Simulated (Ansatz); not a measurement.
**Cold compression of Au (omega type)**

```xyz
3
Lattice="4.7568 0.0000 0.0000 -2.3784 4.1195 0.0000 0.0000 0.0000 2.8077" Properties=species:S:1:pos:R:3 pbc="T T T"
Au    0.0000    0.0000    0.0000
Au    0.0000    2.7464    1.4038
Au    2.3784    1.3732    1.4038
```

The cell comes from a relaxation on PAW files under the same functional, begun from a prototype that needn't be the stable phase.

Its volume is scaled, and at each volume shape and atoms are relaxed on PAW files; all methods then take that cell.

Computed with Ansatz 0.2.0; functional PBE, scalar-relativistic. Settings: a Γ-centred 9×9×12 k mesh, Fermi–Dirac smearing of 0.08 eV, no spin polarisation. Methods: LAPW: all electrons, basis error target 1 meV/atom; PAW: frozen-core files, cutoff 420 eV; crystal datasets: all electrons, by PAW datasets that the program makes for each cell; norm-conserving: pseudopotentials, cutoff 1034 eV; PAW (cutoff 600 eV): frozen-core files, cutoff 600 eV.

Energies are extrapolated to zero smearing and count from the unscaled cell; pressure is positive in compression; gaps take the mesh and a band path. No temperature or zero-point motion is included.

Spin–orbit coupling is left out, which matters for the heavy atoms.

```json
{"V/V0": "1.00", "V (Å³/atom)": "18.34", "P LAPW (GPa)": "-0.02", "ΔE LAPW (eV/atom)": "0.000", "P PAW − LAPW (GPa)": "0.01", "ΔE PAW − LAPW (meV/atom)": "0.0", "space group": "P6/mmm", "shortest distance (Å)": "?"}
{"V/V0": "0.90", "V (Å³/atom)": "16.51", "P LAPW (GPa)": "19.07", "ΔE LAPW (eV/atom)": "0.097", "P PAW − LAPW (GPa)": "0.02", "ΔE PAW − LAPW (meV/atom)": "0.2", "space group": "P6/mmm", "shortest distance (Å)": "2.649"}
{"V/V0": "0.60", "V (Å³/atom)": "11.00", "P LAPW (GPa)": "285.4", "ΔE LAPW (eV/atom)": "3.806", "P PAW − LAPW (GPa)": "0.15", "ΔE PAW − LAPW (meV/atom)": "2.8", "space group": "P6/mmm", "shortest distance (Å)": "2.310"}
{"V/V0": "0.50", "V (Å³/atom)": "9.17", "P LAPW (GPa)": "622.9", "ΔE LAPW (eV/atom)": "8.743", "P PAW − LAPW (GPa)": "0.19", "ΔE PAW − LAPW (meV/atom)": "4.9", "space group": "P6/mmm", "shortest distance (Å)": "2.173"}
{"V/V0": "0.40", "V (Å³/atom)": "7.34", "P LAPW (GPa)": "1438", "ΔE LAPW (eV/atom)": "19.819", "P PAW − LAPW (GPa)": "-0.35", "ΔE PAW − LAPW (meV/atom)": "5.6", "space group": "P6/mmm", "shortest distance (Å)": "2.017"}
```

Question: Give the missing entry: row "1.00", column "shortest distance (Å)".

Answer: 2.746.

Question: Fit the Vinet equation to the LAPW pressures over the whole range, with residuals weighted by 1/(|P| + 0.03·Pmax).

Answer: V0 = 18.35 Å³/atom, B0 = 129 GPa and B0′ = 6.15, and the fit misses no point by more than 3.6 GPa. A fit over so wide a range pins B0 less well than one near rest.

Question: From the table, what is the rise of the enthalpy H = E + pV up to the last row, and how stiff is the crystal between the last two rows?

Answer: ΔH = 19.819 eV + (1438 GPa × 7.34 Å³ + 0.02 GPa × 18.34 Å³) × 0.006242 eV/(GPa·Å³) = 85.67 eV/atom, of which pV makes 77 %. The mean bulk modulus there is −ΔP/Δln V = 3650 GPa.

Question: At the smallest volume, how far do crystal datasets and norm-conserving and PAW (cutoff 600 eV) lie from LAPW in pressure?

Answer: crystal datasets: -0.01 GPa; norm-conserving: +5.02 GPa; PAW (cutoff 600 eV): -0.78 GPa, on a LAPW pressure of 1438 GPa.

Question: How do the Löwdin populations by LAPW change from the unscaled cell to the last row?

Answer: Au 5s 1.99 → 1.94 electrons an atom. These are projections on the shells that the free atoms fill; 0.43 e a cell lies outside them at the start and 0.70 e at the end.
